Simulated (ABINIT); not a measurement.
# Be (Im-3m) in ABINIT: a series of runs, part 2 of 2

ABINIT 10.8.3 (patched build).

**4. Single point, LDA-PZ**

run.py

```python
import json, os
import numpy as np
from ase.units import GPa
from ase.calculators.abinit import Abinit, AbinitProfile
from ase.io import read

atoms = read('Be.cif')

profile = AbinitProfile(command='abinit', pp_paths=[os.path.abspath('pseudos')])
params = dict(
    pps='hgh', xc='LDA',
    ecut=435.3822,
    kptopt=1,
    ngkpt=[11, 11, 11],
    nshiftk=1,
    shiftk=[0.0, 0.0, 0.0],
    ixc=2,
    nband=6,
    occopt=3,
    tsmear=0.1,
    nstep=100,
    tolvrs=1e-10,
    prtwf=0,
    prtden=0,
)

atoms.calc = Abinit(profile=profile, directory='run', **params)
energy = atoms.get_potential_energy()
forces = atoms.get_forces()
stress = atoms.get_stress()
print(f'energy {energy:.6f} eV')
print('forces (eV/A)')
print(np.round(forces, 5))
print('stress (GPa, Voigt, tension positive)', np.round(stress / GPa, 4))
json.dump(dict(energy=energy, forces=forces.tolist(), stress=stress.tolist(), cell=atoms.cell.tolist(), frac=atoms.get_scaled_positions(wrap=False).tolist()), open('results.json', 'w'))
```

Be.cif

```cif
data_Be
_cell_length_a 2.50624190
_cell_length_b 2.50624190
_cell_length_c 2.50624190
_cell_angle_alpha 90.00000000
_cell_angle_beta 90.00000000
_cell_angle_gamma 90.00000000
_space_group_name_H-M_alt 'Im-3m'
_space_group_name_Hall '-I 4 2 3'
_space_group_IT_number 229
loop_
_space_group_symop_operation_xyz
'x,y,z'
'-x,-y,-z'
'-y,x,z'
'y,-x,-z'
'-x,-y,z'
'x,y,-z'
'y,-x,z'
'-y,x,-z'
'x,-y,-z'
'-x,y,z'
'-y,-x,-z'
'y,x,z'
'-x,y,-z'
'x,-y,z'
'y,x,-z'
'-y,-x,z'
'z,x,y'
'-z,-x,-y'
'z,-y,x'
'-z,y,-x'
'z,-x,-y'
'-z,x,y'
'z,y,-x'
'-z,-y,x'
'-z,x,-y'
'z,-x,y'
'-z,-y,-x'
'z,y,x'
'-z,-x,y'
'z,x,-y'
'-z,y,x'
'z,-y,-x'
'y,z,x'
'-y,-z,-x'
'x,z,-y'
'-x,-z,y'
'-y,z,-x'
'y,-z,x'
'-x,z,y'
'x,-z,-y'
'-y,-z,x'
'y,z,-x'
'-x,-z,-y'
'x,z,y'
'y,-z,-x'
'-y,z,x'
'x,-z,y'
'-x,z,-y'
'x+1/2,y+1/2,z+1/2'
'-x+1/2,-y+1/2,-z+1/2'
'-y+1/2,x+1/2,z+1/2'
'y+1/2,-x+1/2,-z+1/2'
'-x+1/2,-y+1/2,z+1/2'
'x+1/2,y+1/2,-z+1/2'
'y+1/2,-x+1/2,z+1/2'
'-y+1/2,x+1/2,-z+1/2'
'x+1/2,-y+1/2,-z+1/2'
'-x+1/2,y+1/2,z+1/2'
'-y+1/2,-x+1/2,-z+1/2'
'y+1/2,x+1/2,z+1/2'
'-x+1/2,y+1/2,-z+1/2'
'x+1/2,-y+1/2,z+1/2'
'y+1/2,x+1/2,-z+1/2'
'-y+1/2,-x+1/2,z+1/2'
'z+1/2,x+1/2,y+1/2'
'-z+1/2,-x+1/2,-y+1/2'
'z+1/2,-y+1/2,x+1/2'
'-z+1/2,y+1/2,-x+1/2'
'z+1/2,-x+1/2,-y+1/2'
'-z+1/2,x+1/2,y+1/2'
'z+1/2,y+1/2,-x+1/2'
'-z+1/2,-y+1/2,x+1/2'
'-z+1/2,x+1/2,-y+1/2'
'z+1/2,-x+1/2,y+1/2'
'-z+1/2,-y+1/2,-x+1/2'
'z+1/2,y+1/2,x+1/2'
'-z+1/2,-x+1/2,y+1/2'
'z+1/2,x+1/2,-y+1/2'
'-z+1/2,y+1/2,x+1/2'
'z+1/2,-y+1/2,-x+1/2'
'y+1/2,z+1/2,x+1/2'
'-y+1/2,-z+1/2,-x+1/2'
'x+1/2,z+1/2,-y+1/2'
'-x+1/2,-z+1/2,y+1/2'
'-y+1/2,z+1/2,-x+1/2'
'y+1/2,-z+1/2,x+1/2'
'-x+1/2,z+1/2,y+1/2'
'x+1/2,-z+1/2,-y+1/2'
'-y+1/2,-z+1/2,x+1/2'
'y+1/2,z+1/2,-x+1/2'
'-x+1/2,-z+1/2,-y+1/2'
'x+1/2,z+1/2,y+1/2'
'y+1/2,-z+1/2,-x+1/2'
'-y+1/2,z+1/2,x+1/2'
'x+1/2,-z+1/2,y+1/2'
'-x+1/2,z+1/2,-y+1/2'
loop_
_atom_site_label
_atom_site_type_symbol
_atom_site_symmetry_multiplicity
_atom_site_Wyckoff_symbol
_atom_site_fract_x
_atom_site_fract_y
_atom_site_fract_z
_atom_site_occupancy
Be1 Be 2 a 0.0000000000 0.0000000000 0.0000000000 1
```

Potentials or basis: HGH LDA.

The run is started by

```
> python run.py
```

Output:

```text
energy -62.204949 eV
forces (eV/A)
[[-0. -0. -0.]
 [-0. -0. -0.]]
stress (GPa, Voigt, tension positive) [9.6791 9.6791 9.6791 0.     0.     0.    ]
```

abinit.in:

```text
ecut 435.3822 eV
ixc 2
kptopt 1
natom 2
nband 6
ngkpt
11 11 11
nshiftk 1
nsppol 1
nstep 100
occopt 3
prtden 0
prtwf 0
shiftk
0.0 0.0 0.0
tolvrs 1e-10
tsmear 0.1 eV
#Definition of the unit cell
acell
1.00000000000000 1.00000000000000 1.00000000000000 Angstrom
rprim
2.50624190000000 0.00000000000000 0.00000000000000
0.00000000000000 2.50624190000000 0.00000000000000
0.00000000000000 0.00000000000000 2.50624190000000
chkprim 0 # Allow non-primitive cells
#Definition of the atom types
ntypat 1
znucl 4
#Enumerate different atomic species
typat
 1 1
pseudos "./pseudos/4be.2.hgh"
#Definition of the atoms
xcart
0.00000000000000 0.00000000000000 0.00000000000000
2.36805539804859 2.36805539804859 2.36805539804859
chkexit 1 # abinit.exit file in the running directory terminates after the current SCF
```

abinit.abo:

```text
.Version 10.8.3 of ABINIT
 Symmetries : the unit cell is not primitive
================================================================================
 Values of the parameters that define the memory need of the present run
     intxc =       0    ionmov =       0      iscf =       7    lmnmax =       2
[... 219 lines left out ...]
           strten      3.2898443711E-04  3.2898443711E-04  3.2898443711E-04
                       0.0000000000E+00  0.0000000000E+00  0.0000000000E+00
           xangst     -2.3492576428E-11 -2.3492576428E-11 -2.3492576428E-11
                       1.2531209500E+00  1.2531209500E+00  1.2531209500E+00
             xred     -9.3736268747E-12 -9.3736268747E-12 -9.3736268747E-12
                       4.9999999999E-01  4.9999999999E-01  4.9999999999E-01
 Calculation completed.
```

It took 3.2 s on 1 thread of Arm Neoverse N1, shared host; peak memory 0.1 GiB.

Results:

| Property | Result |
| --- | --- |
| Free energy | -62.2049 eV |
| Pressure | -9.7 GPa |
| Band gap on the k mesh | none (metal or under the smearing width) |
| Valence electrons inside the program's atomic spheres | Be 1.27 (radii [1.0584] Å) |

Caveat: HGH potentials are hard and often keep d shells in the core, so these values are rough.
